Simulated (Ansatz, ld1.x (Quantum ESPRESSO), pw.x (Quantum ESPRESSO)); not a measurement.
## From atom to crystal: TM potential for Tc

technetium, norm-conserving Troullier–Martins (Kleinman–Bylander form), made with ld1.x (Quantum ESPRESSO) 7.5 (PBE, scalar-relativistic). Core [Kr], reference 4d5 5s2 5p0. Waves: 5s (bound): rc 2.15 bohr; 4d (bound): rc 2.00 bohr; 5p (bound, empty): rc 2.85 bohr. Local part: the p channel. Core correction: none.

Crystal test: diamond Tc in pw.x 7.5, no spin, 8³ k-points, Fermi–Dirac smearing 0.01 Ry, cutoffs 60/240 Ry. The reference is all-electron LAPW (Ansatz 0.2.0) with the same functional, mesh and smearing; V0 and B0 come from Birch–Murnaghan fits to the pressures at five volumes. Errors are pseudo minus all-electron; Δ is the rms difference of the E(V) curves that follow from these fits, minima aligned, over ±6 % about the mean V0. Mesh and smearing are coarse, so the numbers serve the comparison and aren't converged zero-temperature values; the lattice is a test structure that the element need not adopt.

| V (Å³/atom) | P all-electron (GPa) | P pseudo (GPa) |
| --- | --- | --- |
| 20.207 | 8.57 | 38.20 |
| 20.739 | 3.99 | 30.92 |
| 21.271 | -0.01 | 24.53 |
| 21.803 | -3.52 | 18.91 |
| 22.335 | -6.58 | 13.96 |

All-electron: a0 = 5.541 Å (V0 = 21.27 Å³/atom), B0 = 149.7 GPa.

Pseudopotential: mean pressure error (GPa): +24.81. The pressure does not cross zero within the volumes sampled, so no fit is given. The largest radius (2.85 bohr) exceeds half the bond length (2.27 bohr), so the spheres overlap, which is one possible source of error among others. This is a poor potential for the solid.

**Question.** At the middle volume, how do free energy and pressure move when the wave cutoff is lowered (ecutrho kept at four times it)?

**Answer.**

```json
{"cutoff (Ry)": "27", "shift of F (meV/atom)": "+3444.9", "shift of P (GPa)": "-97.17"}
{"cutoff (Ry)": "36", "shift of F (meV/atom)": "+394.1", "shift of P (GPa)": "-18.48"}
{"cutoff (Ry)": "48", "shift of F (meV/atom)": "+7.9", "shift of P (GPa)": "-0.64"}
```

The run at the middle volume (29 k-points, 8 iterations) took about 11 s on one core of a shared host (Neoverse-V2, 96 threads, 742 GiB, load 25).
